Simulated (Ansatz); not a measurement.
## GeS: from supercell energies to defect levels (S on the Ge site)

Theory: DFT PBE, scalar-relativistic, plane waves, PAW in Ansatz. Run with 420 eV cutoff, 2×2×2 k-mesh, shifted by half a step, Gaussian smearing of 0.01 eV, collinear spin in charge +1 alone.

Host crystal, relaxed:

```
Ge S
1.0
    10.78541    0.00000    0.00000
     0.00000    3.66482    0.00000
     0.00000    0.00000    4.45824
Ge S
4 4
Direct
  0.87403 0.25000 0.36452
  0.12597 0.75000 0.63548
  0.62597 0.75000 0.86452
  0.37403 0.25000 0.13548
  0.65293 0.25000 0.50257
  0.34707 0.75000 0.49743
  0.84707 0.75000 0.00257
  0.15293 0.25000 0.99743
```

The S on the Ge site was set at (0.874, 0.250, 0.365) of the host cell, in a supercell of 48 sites (1057 Å³), relaxed at fixed cell in each charge q. In charges +2, +1, 0 some atom moved by up to 1.1 Å, so the relaxed defect can differ in kind from the start: near the site, 3 S at 2.46 Å became 2 S at 2.08 Å, 1 S at 2.20 Å (charge +2); 1 S at 2.11 Å, 2 S at 2.34 Å (charge +1); 1 S at 2.16 Å, 2 S at 2.50 Å, 2 Ge at 3.05 Å (charge 0). The host's Kohn–Sham gap is 1.24 eV and its static dielectric constant 19.2 (mean). For each charge: the supercell's free energy over the neutral one with q electrons exchanged at the valence band top, F(q) − F(0) + qE_v; the image-charge term; and the term that aligns the potential far from the defect with the host's.

```json
{"q": "+2", "F(q) − F(0) + qE_v (eV)": "-0.314", "image charge (eV)": "0.416", "alignment (eV)": "-0.201"}
{"q": "+1", "F(q) − F(0) + qE_v (eV)": "0.068", "image charge (eV)": "0.104", "alignment (eV)": "-0.087"}
{"q": "0", "F(q) − F(0) + qE_v (eV)": "0.000", "image charge (eV)": "0.000", "alignment (eV)": "0.000"}
```

Problem. Add the terms and find the levels between neighbouring charges, ε(q/q′) = [A(q′) − A(q)]/(q − q′), with and without the two corrections.

Solution. A(q): -0.099 eV for +2, 0.085 eV for +1, 0.000 eV for 0.
| level | corrected (eV over E_v) | uncorrected (eV) |
| --- | --- | --- |
| (+2/+1) | 0.18 | 0.38 |
| (+1/0) | -0.09 | -0.07 |

As a check, a point charge in a simple cubic cell of this volume has q²αe²/(2εL) = 0.105 q² eV (e² = 14.40 eV Å, α = 2.837, L = 10.19 Å); the shape of the real cell and the anisotropy of ε can change it somewhat. The term grows as q², so it pushes donor levels down and acceptor levels up.

Problem. Which of these charges is lowest with the Fermi level at the valence band top, at mid-gap and at the conduction band bottom?

Solution. The line A(q) + qE_F that lies lowest gives the charge: +2 at E_F = 0.00 eV, 0 at E_F = 0.62 eV, 0 at E_F = 1.24 eV. The level (+2/+1) lies above (+1/0), so charge +1 is never the lowest: a negative-U pattern, with a direct (+2/0) level at 0.05 eV. (+1/0) falls outside this Kohn–Sham gap, so the change of charge isn't reached within it; the real gap is usually wider and may hold a localised level, while a level that comes from a carrier in the host's bands only marks the band edge and moves with it. Charges beyond those computed could lie lower near the band edges.

Problem. The neutral defect forms at 2.15 eV with atoms taken from and returned to the elements. What are the formation energies at those three Fermi levels, and what share of sites would hold the defect at 1200 K with E_F at mid-gap, if the host still stood at that temperature?

Solution. E_f = E_f(0) + A(q) + qE_F = 2.05, 2.15, 2.15 eV. In the dilute limit the share is exp(−E_f/k_BT) = exp(−2.147/0.1034) = 9.6×10⁻¹⁰, leaving out degeneracy and vibrational entropy. Both elements stand at their elemental potentials, a limit that the host or competing compounds often put out of reach. The small cell and the narrow Kohn–Sham gap leave errors of tenths of an eV or more, which change the share by orders of magnitude.